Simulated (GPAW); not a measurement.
Runs of GPAW 26.7.0 on ZrO2. It takes space group P4_2/nmc (No. 137, tetragonal). Conventional cell: a = 3.596 Å, b = 3.596 Å, c = 5.177 Å, α = 90.00°, β = 90.00°, γ = 90.00°. Around Zr (site symmetry -4m2) lie 8 O at 2.08 to 2.37 Å. Around O (site symmetry 2mm) lie 4 Zr at 2.08 to 2.37 Å. 

```csv
task,level,U,k mesh,cutoff (eV),smearing,gap on the mesh (eV),pressure (GPa),largest force (eV/Å)
single point,PBE+U,Zr d U = 1 eV,7 × 7 × 5,800,fermi-dirac 0.05 eV,4.31,5.3,0.05
single point,PBE,-,7 × 7 × 5,800,fermi-dirac 0.05 eV,4.01,3.2,0.08
electron localisation function,C09-vdW,-,5 × 5 × 3,680,fermi-dirac 0.01 eV,3.99,-,0.07
single point,PBE+U,Zr d U = 2 eV,7 × 7 × 5,800,fermi-dirac 0.05 eV,4.61,(a),0.19
single point,PBE+U,Zr d U = 6 eV,7 × 7 × 5,800,fermi-dirac 0.05 eV,5.56,17.1,0.72
single point,PBE+U,Zr d U = 4 eV,7 × 7 × 5,800,fermi-dirac 0.05 eV,5.23,12.1,0.46
single point,PBE+U,Zr d U = 5 eV,7 × 7 × 5,800,fermi-dirac 0.05 eV,5.40,14.6,0.59
single point,PBE+U,Zr d U = 8 eV,7 × 7 × 5,800,fermi-dirac 0.05 eV,(b),22.2,0.97
```

Alike in all rows: potentials or basis GPAW PAW data sets (gpaw-data 1.2.1), pw; no spin polarisation; cell as given.

Fill in the values left out.

(a) 7.5; (b) 5.85.

Caveats: an odd mesh through Γ misses points on the zone boundary, where band edges often lie; the PAW data sets were made with another functional, which shifts forces and pressure a little (some runs).

A k mesh can miss the band edges, and the runs leave out spin-orbit coupling on Zr.
